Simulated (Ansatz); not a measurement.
The system is AlCo.

```
CELL_PARAMETERS angstrom
2.81940 0.00000 0.00000
0.00000 2.81940 0.00000
0.00000 0.00000 2.81940
ATOMIC_POSITIONS crystal
Co 0.50000 0.50000 0.50000
Al 0.00000 0.00000 0.00000
```

The cell is a database's computed one.

Base run:

| Quantity | Value |
| --- | --- |
| Program | Ansatz 0.2.0 |
| Functional | PBEsol |
| Potentials or basis | Ansatz PAW |
| Cutoff | 420 eV (not typed: the program's choice for these potentials) |
| k mesh | 8 × 8 × 8 |
| Occupations | fermi-dirac, width 0.05 eV |
| Spin | collinear spin, ferromagnetic start |
| Starting moments | [2.0, 0.0] μB |
| Fixed moment | 2 μB |

Its results: pressure 19.4 GPa; site moments Co +1.71; Al +0.08 μB.

The run is repeated on the same cell with these changes: fixed moment from 2 μB to 1 μB; moments at the start from [2.0, 0.0] to [1.0, 0.0]. What comes out?

Pressure 7.4 GPa; site moments Co +0.99; Al -0.00 μB.

Caveats: the total moment is fixed, so each spin has its own Fermi level; the PAW data sets come from PBE, with cores solved anew for the run's functional, which leaves a small shift of forces and pressure; the thresholds are loose for stress.
